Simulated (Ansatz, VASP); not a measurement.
**Two plane-wave programs on Sr**

```
CELL_PARAMETERS angstrom
6.84202 0.00000 0.00000
-3.42101 5.92536 0.00000
0.00000 0.00000 4.08920
ATOMIC_POSITIONS crystal
Sr 0.00000 0.00000 0.00000
Sr 0.33333 0.66667 0.50000
Sr 0.66667 0.33333 0.50000
```

Alike in both runs: functional PBE; k mesh 9 × 9 × 10; occupations gaussian, width 0.1 eV; no spin polarisation.

Ansatz relaxed the structure, and its values are those at the end. VASP's run is a single point on that final structure, the one shown.

|  | VASP | Ansatz |
| --- | --- | --- |
| version | VASP 6.6.1 | Ansatz 0.2.0 |
| potentials or method | VASP PAW PBE potentials, release 64 (Sr_sv) | scalar-relativistic, plane waves, PAW |
| plane-wave cutoff (eV) | 520 | 420 |
| valence electrons in the cell | 30 | 30 |

|  | VASP | Ansatz | Ansatz less VASP |
| --- | --- | --- | --- |
| gap on the k mesh at the Fermi level (eV) | none | none | - |
| pressure (GPa) | 0.0 | 0.0 | 0.00 |

A gap of «none» marks a metal or a gap that the smearing closes.
